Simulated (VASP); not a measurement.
# NiO (Fm-3m) in VASP: a series of runs

One crystal, NiO, is run at these levels: PBE; tasks: relaxation of cell and atoms.

Program: VASP 6.6.1. These are calculated values, not measurements. Logs are shortened: lines on timing, memory, paths and dates and some standing lists are left out, and cuts for length are marked.

## Step 1: The crystal as given

It takes space group Fm-3m (No. 225, cubic). The conventional cell has a = 4.183 Å, b = 4.183 Å, c = 4.183 Å, α = 90.00°, β = 90.00°, γ = 90.00°. Ni (site symmetry m-3m) is surrounded by 6 O at 2.09 Å. O (site symmetry m-3m) has 6 Ni at 2.09 Å as nearest neighbours.

## Step 2: Relaxation of cell and atoms, PBE, collinear spin, ferromagnetic start

Input file INCAR:

```
PREC = Accurate ; ENCUT = 900
EDIFF = 1E-7 ; ISMEAR = -1
SIGMA = 0.05 ; LREAL = False
LASPH = True ; NELM = 150
ALGO = Normal ; ISIF = 3
LWAVE = False ; LCHARG = False
ISPIN = 2 ; MAGMOM = 1 0
LORBIT = 11 ; LMAXMIX = 4
GGA = PE ; IBRION = 2
NSW = 40 ; EDIFFG = -0.01
```

Input file KPOINTS:

```
regular mesh
0
Gamma
  8 8 8
```

Input file POSCAR:

```
NiO
1.0
    0.0000000000      2.0913095100      2.0913095100
    2.0913095100      0.0000000000      2.0913095100
    2.0913095100      2.0913095100      0.0000000000
Ni O
1 1
Direct
    0.0000000000      0.0000000000      0.0000000000
    0.5000000000      0.5000000000      0.5000000000
```

Potentials or basis: VASP PAW PBE potentials, release 64 (Ni, O).

The run is started by

```
cat potpaw_PBE.64/Ni/POTCAR potpaw_PBE.64/O/POTCAR > POTCAR
mpirun -np 1 vasp_std > vasp.out
```

OUTCAR:

```text
PREC = Accurate
   ENCUT = 900
   EDIFF = 1E-7
   ISMEAR = -1
   LREAL = False
   LASPH = True
   NELM = 150
   ISIF = 3
   ISPIN = 2
   LORBIT = 11
   GGA = PE
   IBRION = 2
   NSW = 40
   EDIFFG = -0.01

 ion  position               nearest neighbor table
   1  0.000  0.000  0.000-   2 2.09   2 2.09   2 2.09   2 2.09   2 2.09   2 2.09
   2  0.500  0.500  0.500-   1 2.09   1 2.09   1 2.09   1 2.09   1 2.09   1 2.09

  LATTYP: Found a face centered cubic cell.
 ALAT       =     4.1826190200

  Lattice vectors:

 A1 = (   0.0000000000,   2.0913095100,   2.0913095100)
 A2 = (   2.0913095100,   0.0000000000,   2.0913095100)
 A3 = (   2.0913095100,   2.0913095100,   0.0000000000)

Analysis of symmetry for initial positions (statically):
=====================================================================
 Subroutine PRICEL returns:
 Original cell was already a primitive cell.

 Routine SETGRP: Setting up the symmetry group for a
 face centered cubic supercell.

 Subroutine GETGRP returns: Found 48 space group operations
 (whereof 48 operations were pure point group operations)
 out of a pool of 48 trial point group operations.

The static configuration has the point symmetry O_h .

Analysis of symmetry for dynamics (positions and initial velocities):
=====================================================================
 Subroutine PRICEL returns:
 Original cell was already a primitive cell.

 Routine SETGRP: Setting up the symmetry group for a
 face centered cubic supercell.

 Subroutine GETGRP returns: Found 48 space group operations
 (whereof 48 operations were pure point group operations)
 out of a pool of 48 trial point group operations.

The dynamic configuration has the point symmetry O_h .

Analysis of structural, dynamic, and magnetic symmetry:
=====================================================================
 Subroutine PRICEL returns:
 Original cell was already a primitive cell.

 Routine SETGRP: Setting up the symmetry group for a
 face centered cubic supercell.

 Subroutine GETGRP returns: Found 48 space group operations
 (whereof 48 operations were pure point group operations)
 out of a pool of 48 trial point group operations.

The overall configuration has the point symmetry O_h .

 Subroutine INISYM returns: Found 48 space group operations
 (whereof 48 operations are pure point group operations),
 and found     1 'primitive' translations

----------------------------------------------------------------------------------------

                                     Primitive cell

  volume of cell :      18.2930

  direct lattice vectors                    reciprocal lattice vectors
     0.000000000  2.091309510  2.091309510    -0.239084649  0.239084649  0.239084649
     2.091309510  0.000000000  2.091309510     0.239084649 -0.239084649  0.239084649
     2.091309510  2.091309510  0.000000000     0.239084649  0.239084649 -0.239084649

  length of vectors
     2.957558272  2.957558272  2.957558272     0.414106759  0.414106759  0.414106759

  position of ions in fractional coordinates (direct lattice)
     0.000000000  0.000000000  0.000000000
     0.500000000  0.500000000  0.500000000

  ion indices of the primitive-cell ions
   primitive index   ion index
                 1           1
                 2           2

----------------------------------------------------------------------------------------

 KPOINTS: regular mesh

Automatic generation of k-mesh.
 Grid dimensions read from file:
 generate k-points for:    8    8    8

 Generating k-lattice:

  Cartesian coordinates                     Fractional coordinates (reciprocal lattice)
    -0.029885581  0.029885581  0.029885581     0.125000000  0.000000000  0.000000000
     0.029885581 -0.029885581  0.029885581     0.000000000  0.125000000  0.000000000
     0.029885581  0.029885581 -0.029885581     0.000000000  0.000000000  0.125000000

  Length of vectors
     0.051763345  0.051763345  0.051763345

  Shift w.r.t. Gamma in fractional coordinates (k-lattice)
     0.000000000  0.000000000  0.000000000

 Subroutine IBZKPT returns following result:
 ===========================================

 Found     29 irreducible k-points:

 Following reciprocal coordinates:
            Coordinates               Weight
  0.000000  0.000000  0.000000      1.000000
  0.125000  0.000000  0.000000      8.000000
  0.250000  0.000000  0.000000      8.000000
  0.375000  0.000000  0.000000      8.000000
  0.500000  0.000000  0.000000      4.000000
  0.125000  0.125000  0.000000      6.000000
[... 16 lines left out ...]
  0.500000  0.250000  0.125000     48.000000
 -0.375000  0.250000  0.125000     24.000000
 [... further k-points ...]
   k-points           NKPTS =     29   k-points in BZ     NKDIM =     29   number of bands    NBANDS=     13
   number of dos      NEDOS =    301   number of ions     NIONS =      2
   total plane-waves  NPLWV =  27000
   dimension x,y,z NGX =    30 NGY =   30 NGZ =   30
   dimension x,y,z NGXF=    60 NGYF=   60 NGZF=   60
   ions per type =               1   1
   NGX,Y,Z   is equivalent  to a cutoff of  16.86, 16.86, 16.86 a.u.
   NGXF,Y,Z  is equivalent  to a cutoff of  33.73, 33.73, 33.73 a.u.
 SYSTEM =  unknown system
   PREC   = accura    normal or accurate (medium, high low for compatibility)
   ISTART =      0    job   : 0-new  1-cont  2-samecut
   ICHARG =      2    charge: 1-file 2-atom 10-const
   ISPIN  =      2    spin polarized calculation?
   LNONCOLLINEAR =      F non collinear calculations
   LSORBIT =      F    spin-orbit coupling
   LASPH  =      T    aspherical Exc in radial PAW
   ENCUT  =  900.0 eV  66.15 Ry    8.13 a.u.   7.23  7.23  7.23*2*pi/ulx,y,z
   NELM   =    150;   NELMIN=  2; NELMDL= -5     # of ELM steps
   EDIFF  = 0.1E-06   stopping-criterion for ELM
   LREAL  =      F    real-space projection
   EDIFFG = -.1E-01   stopping-criterion for IOM
   NSW    =     40    number of steps for IOM
   IBRION =      2    ionic relax: 0-MD 1-quasi-New 2-CG
   NFREE  =      1    steps in history (QN), initial steepest desc. (CG)
   ISIF   =      3    stress and relaxation
   ISYM   =      2    0-nonsym 1-usesym 2-fastsym
   POTIM  = 0.5000    time-step for ionic-motion
   TEBEG  =    0.0;   TEEND  =   0.0 temperature during run
   PSTRESS=    0.0 pullay stress
   NELECT =      16.0000    total number of electrons
   NUPDOWN=      -1.0000    fix difference up-down
   EMIN   =  10.00;   EMAX   =-10.00  energy-range for DOS
   EFERMI =   0.00;   METHOD = LEGACY
   ISMEAR =    -1;   SIGMA  =   0.05  broadening in eV -4-tet -1-fermi 0-gaus
   EFERMI_NEDOS =   21; number of points for ismear=-14 and -15
   IALGO  =     38    algorithm
   IMIX   =      4    mixing-type and parameters
     AMIX     =   0.40;   BMIX     =  1.00
     AMIX_MAG =   1.60;   BMIX_MAG =  1.00
  volume/ion in A,a.u.               =       9.15        61.72
  Fermi-wavevector in a.u.,A,eV,Ry     =   1.565621  2.958594 33.350161  2.451168
  Thomas-Fermi vector in A             =   2.668070
   LORBIT       =     11    0 simple, 1 ext, 2 COOP (PROOUT), +10 PAW based schemes
   GGA     = PE    functional components
   LHFCALC =     F    Hartree Fock is set to
   AEXX    =    0.0000 exact exchange contribution
   IVDW    =     0    specifies the selected vdW correction
   LEPSILON=     F    determine dielectric tensor
   LRPA    =     F    only Hartree local field effects (RPA)
 conjugate gradient relaxation of ions
 spin polarized calculation
  energy-cutoff  :      900.00
  volume of cell :       18.29
 maximum number of plane-waves:      1139
 NGX is ok and might be reduce to    30
   NGX = 15   NGY = 15   NGZ = 15

--------------------------------------- Ionic step        1  -------------------------------------------

 number of electron      16.0000002 magnetization       1.7980411

 Free energy of the ion-electron system (eV)
  ---------------------------------------------------
  ext. energy  EPLUGINS =         0.00000000
  ---------------------------------------------------
  free energy    TOTEN  =       -11.48296184 eV

  energy without entropy =      -11.47494077  energy(sigma->0) =      -11.47895131

------------------------ aborting loop because EDIFF is reached ----------------------------------------

  FORCE on cell =-STRESS in cart. coord.  units (eV):
  Direction    XX          YY          ZZ          XY          YZ          ZX
  --------------------------------------------------------------------------------------
  -------------------------------------------------------------------------------------
  Total        0.5554359      0.5554359      0.5554359      0.0000000     -0.0000000      0.0000000
  in kB       48.6473982     48.6473982     48.6473982      0.0000000     -0.0000000      0.0000000
  external PRESSURE =      48.6473982 kB  Pullay stress =       0.0000000 kB
[... 57 lines left out ...]
  energy  without entropy=      -11.4816708929  energy(sigma->0) =      -11.48475319

--------------------------------------- Ionic step        3  -------------------------------------------

 number of electron      16.0000002 magnetization       1.8290589

 Free energy of the ion-electron system (eV)
  ---------------------------------------------------
  ext. energy  EPLUGINS =         0.00000000
  ---------------------------------------------------
  free energy    TOTEN  =       -11.49001132 eV

  energy without entropy =      -11.48337260  energy(sigma->0) =      -11.48669196

 E-fermi :   7.4650     XC(G=0): -12.5041

 val. band max:        7.3853507719   @ k =   0.3750   0.0000   0.0000
 cond. band min:       7.5143621511   @ k =  -0.2500   0.2500   0.0000
 fundamental gap:      0.1290113792
 Fermi energy:         7.4649929521

 spin component 1

 k-point     1 :       0.0000    0.0000    0.0000
  band No.  band energies     occupation
      1     -12.6129      1.00000
      2       4.2968      1.00000
      3       4.2969      1.00000
      4       4.6004      1.00000
      5       4.6004      1.00000
      6       4.6004      1.00000
      7       4.8325      1.00000
      8       4.8325      1.00000
      9       4.8325      1.00000
     10       8.8380      0.00000
     11      25.2281      0.00000
     12      26.1578      0.00000
     13      26.1578      0.00000
[... 353 lines left out ...]
 k-point    24 :      -0.3750    0.2500    0.1250
  band No.  band energies     occupation
      1     -11.2394      1.00000
      2       0.2406      1.00000
      3       1.6443      1.00000
      4       1.8702      1.00000
      5       5.2033      1.00000
      6       5.5046      1.00000
      7       5.8901      1.00000
      8       6.4164      1.00000
      9       7.0315      0.99983
     10      15.1902      0.00000
     11      16.4711      0.00000
     12      19.0055      0.00000
     13      21.8546      0.00000

 [... further k-points ...]

 spin component 2

 k-point     1 :       0.0000    0.0000    0.0000
  band No.  band energies     occupation
      1     -12.1428      1.00000
      2       5.1422      1.00000
      3       5.1422      1.00000
      4       5.1422      1.00000
      5       5.6747      1.00000
      6       5.6749      1.00000
      7       5.6749      1.00000
      8       6.9386      0.99997
      9       6.9388      0.99997
     10       9.1997      0.00000
     11      25.1584      0.00000
     12      26.3753      0.00000
     13      26.3753      0.00000
[... 397 lines left out ...]
  FREE ENERGIE OF THE ION-ELECTRON SYSTEM (eV)
  ---------------------------------------------------
  free  energy   TOTEN  =       -11.4900113152 eV

  energy  without entropy=      -11.4833725986  energy(sigma->0) =      -11.48669196

 reached required accuracy - stopping structural energy minimisation

 total charge

# of ion       s       p       d       tot
------------------------------------------
    1        0.323   0.383   8.221   8.927
    2        1.552   3.413   0.000   4.965
--------------------------------------------------
tot          1.875   3.796   8.221  13.892

 magnetization (x)

# of ion       s       p       d       tot
------------------------------------------
    1        0.011   0.015   1.469   1.495
    2        0.027   0.260   0.000   0.287
--------------------------------------------------
tot          0.038   0.275   1.469   1.782
```

Run time: 63 s. Hardware: 1 thread of Intel Xeon 6975P-C (Granite Rapids), shared host; peak memory 0.2 GiB.

Results:

```
Free energy                                           : -11.4900 eV
Relaxed volume                                        : 9.38 Å³/atom
Relaxed cell                                          : a = 2.983 Å, b = 2.983 Å, c = 2.983 Å, α = 60.00°, β = 60.00°, γ = 60.00°
Space group after relaxing (to 0.05 Å)                : Fm-3m (No. 225)
Energy gained by relaxing                             : 3.5 meV/atom
Ionic steps                                           : 3
Pressure after relaxing                               : 0.0 GPa
Band gap on the k mesh                                : none (metal or under the smearing width)
Net moment                                            : 1.83 μB per cell
Site moments                                          : Ni +1.50; O +0.29 μB
Valence electrons inside the program's atomic spheres : Ni 8.93; O 4.96
```

The path:
```tsv
step	energy change (eV)	largest force (eV/Å)	pressure (GPa)	volume (Å³)
1	0.0000	0.0000	4.86	18.29
2	-0.0049	0.0000	-2.52	19.04
3	-0.0070	0.0000	0.02	18.77
```

Final structure:
```xyz
2
Lattice="0.0000 2.1092 2.1092 2.1092 0.0000 2.1092 2.1092 2.1092 0.0000" Properties=species:S:1:pos:R:3 pbc="T T T"
Ni    0.0000    0.0000    0.0000
O     2.1092    2.1092    2.1092
```

Levels at points of the mesh, in eV from the Fermi level:
Spin up:
| k point | band 7 | band 8 | band 9 | band 10 | band 11 | band 12 |
| --- | --- | --- | --- | --- | --- | --- |
| (0.00, 0.00, 0.00) | -2.63 | -2.63 | -2.63 | 1.37 | 17.76 | 18.69 |
| (0.50, 0.00, 0.00) | -1.46 | 0.19 | 0.19 | 5.54 | 9.68 | 13.81 |
| (0.50, 0.50, 0.00) | -2.35 | -1.69 | -1.69 | 5.93 | 10.38 | 12.09 |
Spin down:
```tsv
k point	band 3	band 4	band 5	band 6	band 7	band 8	band 9	band 10	band 11	band 12
(0.00, 0.00, 0.00)	-2.32	-2.32	-1.79	-1.79	-1.79	-0.53	-0.53	1.73	17.69	18.91
(0.50, 0.00, 0.00)	-4.57	-4.57	-0.94	-0.94	-0.58	2.19	2.19	5.71	10.22	14.11
(0.50, 0.50, 0.00)	-3.64	-3.64	-2.71	-0.77	-0.77	-0.12	0.36	6.40	10.75	12.35
```

Caveat: a cell with one magnetic atom can't hold antiferromagnetic order, which such compounds often take; semilocal functionals often make such compounds metallic where correlation or magnetic order opens a gap, which also shifts bond lengths.

[end of part 1 of 3]
